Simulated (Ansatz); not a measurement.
**NbC: relativity, spin-orbit coupling and the nucleus**

Aim: hold the cell of NbC and change the physics step by step: no relativity; spin-orbit coupling on.

Computed with Ansatz 0.2.0 (DFT, at the level named in each step, unless a step's input says otherwise).

### 1 The structure to begin with

Symmetry: Fm-3m, No. 225, cubic system. The conventional cell has a = 4.400 Å, b = 4.400 Å, c = 4.400 Å, α = 90.00°, β = 90.00°, γ = 90.00°. Nb (site symmetry m-3m) has 6 C at 2.20 Å as nearest neighbours. C (site symmetry m-3m) is surrounded by 6 Nb at 2.20 Å.

Coordinates:

```xyz
2
Lattice="0.0000 2.2000 2.2000 2.2000 0.0000 2.2000 2.2000 2.2000 0.0000" Properties=species:S:1:pos:R:3 pbc="T T T"
Nb    0.0000    0.0000    0.0000
C     2.2000    2.2000    2.2000
```

The cell comes from a crystallographic database entry that wasn't checked; take it as a given geometry, which may be far from equilibrium.

Atoms are numbered in the order of the input: Nb1, C2.

### 2 No relativity, LAPW

Input file input.yaml:

```yaml
crystal:
  lattice:
    - [0.0, 2.2, 2.2]
    - [2.2, 0.0, 2.2]
    - [2.2, 2.2, 0.0]
  atoms:
    - { symbol: Nb, position: [0.0, 0.0, 0.0] }
    - { symbol: C, position: [0.5, 0.5, 0.5] }
kpoints:
  mp_grid: { grid: [14, 14, 14] }
  band_path:
    path:
      - [0.0, 0.0, 0.0]
      - [0.5, 0.0, 0.5]
      - [0.625, 0.25, 0.625]
      - [0.375, 0.375, 0.75]
      - [0.0, 0.0, 0.0]
      - [0.5, 0.5, 0.5]
      - [0.5, 0.25, 0.75]
      - [0.5, 0.0, 0.5]
    npoints: 5
scf:
  occupations: { method: fermi_dirac, width: 0.05 }
hamiltonian:
  xc: pbe
  pseudopotentials:
    kind: all_electron
    lapw: { basis_error: 0.001 }
    relativity: none
output:
  forces: true
  stress: true
  eigenvalues: true
```

The run is started by

```sh
$ ansatz run input.yaml --threads 1 --pin off --max-ram 2048MiB --backend cpu --events-out ev --progress --plain --runs-dir out
```

### 3 Spin-orbit coupling on, LAPW

input.yaml, as its differences from that of step 2:

```diff
@@ -25,6 +25,3 @@
   xc: pbe
-  pseudopotentials:
-    kind: all_electron
-    lapw: { basis_error: 0.001 }
-    relativity: none
+  pseudopotentials: { kind: all_electron, lapw: { basis_error: 0.001 } }
 output:
@@ -33 +30,4 @@
   eigenvalues: true
+magnetization:
+  noncollinear: true
+  spin_orbit: true
```

### 4 Spin-orbit coupling on, PAW

input.yaml, as its differences from that of step 3:

```diff
@@ -25,3 +25,3 @@
   xc: pbe
-  pseudopotentials: { kind: all_electron, lapw: { basis_error: 0.001 } }
+  pseudopotentials: { kind: paw_fr }
 output:
@@ -30,2 +30,7 @@
   eigenvalues: true
+  efg: { contact_densities: true }
+  write_density: true
+  write_potential: true
+  elf: true
+  volumetric_format: npy
 magnetization:
```

(Steps that only read results are left out.)

What does the calculation give? Wanted: pressure, no relativity, LAPW; pressure, spin-orbit coupling on, LAPW.

As calculated:

| quantity | value |
| --- | --- |
| pressure, no relativity, LAPW | 22.70 GPa |
| pressure, spin-orbit coupling on, LAPW | 19.42 GPa |

Going from no relativity to the run with spin-orbit coupling (scalar and spin-orbit effects together) moves the pressure by -3.28 GPa; the heaviest element has Z = 41. With spin-orbit coupling: in pressure, PAW differs from LAPW by +0.04 GPa.
